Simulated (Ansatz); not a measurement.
A run of Ansatz 0.2.0 is set up as follows.

The input input.yaml:

```yaml
crystal:
  lattice:
    - [4.160937, 0.0, 0.0]
    - [0.0, 4.160937, 0.0]
    - [0.0, 0.0, 3.887643]
  atoms:
    - { symbol: Cu, position: [0.5, 0.0, 0.5] }
    - { symbol: Cu, position: [0.0, 0.5, 0.5] }
    - { symbol: Cu, position: [0.0, 0.0, 0.0] }
    - { symbol: O, position: [0.0, 0.0, 0.5] }
    - { symbol: O, position: [0.5, 0.0, 0.0] }
    - { symbol: O, position: [0.0, 0.5, 0.0] }
hamiltonian:
  xc: pbesol
  pseudopotentials: { kind: paw }
kpoints:
  mp_grid: { grid: [7, 7, 7] }
scf:
  occupations: { method: fermi_dirac, width: 0.05 }
output:
  forces: true
  stress: true
  eigenvalues: true
```

Potentials or basis: Ansatz PAW.

Launch:

```console
$ ansatz run input.yaml --threads 2 --pin off --max-ram 5632MiB --backend cpu --events-out ev --progress --plain --runs-dir out
```

(1) Estimate the pressure.

(2) Estimate the band gap on the k mesh.

Answers

(1) -5.5 GPa.

(2) none (metal or under the smearing width).

Caveat: the pressure holds a Pulay correction of +0.7 GPa for the finite cutoff; an odd number of electrons without spin polarisation forces a metal; a magnetic or distorted state may lie lower; the run has no spin polarisation, though such a crystal can be magnetic; semilocal functionals often make such compounds metallic where correlation or magnetic order opens a gap, which also shifts bond lengths; the PAW data sets come from PBE, with cores solved anew for the run's functional, which leaves a small shift of forces and pressure.
